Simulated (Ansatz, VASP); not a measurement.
## SnO (Romarchite) in VASP and in Ansatz

The input INCAR:

```
  PREC = Accurate
  ENCUT = 520
  EDIFF = 1E-6
  ISMEAR = -1
  SIGMA = 0.02
  LREAL = F
  LASPH = T
  NELM = 80
  ALGO = Normal
  ISIF = 2
  LWAVE = F
  LCHARG = F
  GGA = PS
  NBANDS = 28
```

Contents of KPOINTS:

```
regular mesh
0
Gamma
  4 4 4
```

Contents of POSCAR:

```
SnO
1.0
    3.7926488508      0.0000000000      0.0000000000
    0.0000000000      3.7926488508      0.0000000000
    0.0000000000      0.0000000000      4.7582138634
Sn O
2 2
Direct
    0.5000000000      0.0000000000      0.2410340823
    0.0000000000      0.5000000000      0.7589659177
    0.0000000000      0.0000000000      0.0000000000
    0.5000000000      0.5000000000      0.0000000000
```

Input for Ansatz:

```yaml
crystal:
  lattice:
    - [3.7926488508, 0.0, 0.0]
    - [0.0, 3.7926488508, 0.0]
    - [0.0, 0.0, 4.7582138634]
  atoms:
    - { symbol: Sn, position: [0.5, 0.0, 0.2410340823] }
    - { symbol: Sn, position: [0.0, 0.5, 0.7589659177] }
    - { symbol: O, position: [0.0, 0.0, 0.0] }
    - { symbol: O, position: [0.5, 0.5, 0.0] }
kpoints:
  mp_grid: { grid: [4, 4, 4] }
hamiltonian:
  xc: pbesol
scf:
  occupations: { method: fermi_dirac, width: 0.02 }
  n_extra_bands: 5
output:
  forces: true
  stress: true
  eigenvalues: true
```

Alike in both runs: task single point; functional PBEsol; k mesh 4 × 4 × 4; occupations fermi-dirac, width 0.02 eV; no spin polarisation.

```csv
,VASP,Ansatz
version,VASP 6.6.1,Ansatz 0.2.0
potentials or method,"VASP PAW PBE potentials, release 64 (Sn_d, O)","plane waves, PAW"
plane-wave cutoff (eV),520,420
valence electrons in the cell,40,40
```

VASP gave:

| Item | Value |
| --- | --- |
| pressure (GPa) | 1.1 |
| largest component of the traceless stress (GPa) | 0.14 |
| rms of the force components (eV/Å) | 0.152 |

**Question.** Estimate Ansatz's values.

**Answer.** Pressure (GPa): 0.9; largest component of the traceless stress (GPa): 0.12; rms of the force components (eV/Å): 0.117.

Atom by atom the forces differ by 0.036 eV/Å (rms over components). The functional is the same, so the differences come from potentials, cutoffs and numerics.

Caveats: the k mesh is coarse (spacing up to 0.41 Å⁻¹), so the values aren't converged; the PAW data sets were made with another functional, which shifts forces and pressure a little (VASP).
